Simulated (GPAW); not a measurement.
The system is Cl.

```
Cl
1.0
     3.14500   -2.25000    0.00000
     3.14500    2.25000    0.00000
     0.00000    0.00000    8.21000
Cl
4
Direct
  0.37000 0.63000 0.40000
  0.13000 0.87000 0.90000
  0.63000 0.37000 0.60000
  0.87000 0.13000 0.10000
```

Base run:

* Program: GPAW 26.7.0
* Functional: LDA
* Potentials or basis: the program's PAW data sets (release 1.2.1) made for this functional
* Cutoff: 600 eV
* Basis: pw
* k mesh: 5 × 5 × 3
* Occupations: fermi-dirac, width 0.05 eV
* Spin: no spin polarisation

Its results: band gap on the k mesh 2.33 eV, indirect (least direct gap 2.38 eV); pressure -2.4 GPa; largest force 0.137 eV/Å.

**Question.** The run is repeated on the same cell with these changes: functional from LDA to RPBE. What comes out?

**Answer.** Band gap on the k mesh 2.58 eV, indirect (least direct gap 2.63 eV); pressure 2.4 GPa; largest force 0.139 eV/Å.

RPBE binds less tightly than LDA, so the same cell stands under more pressure.
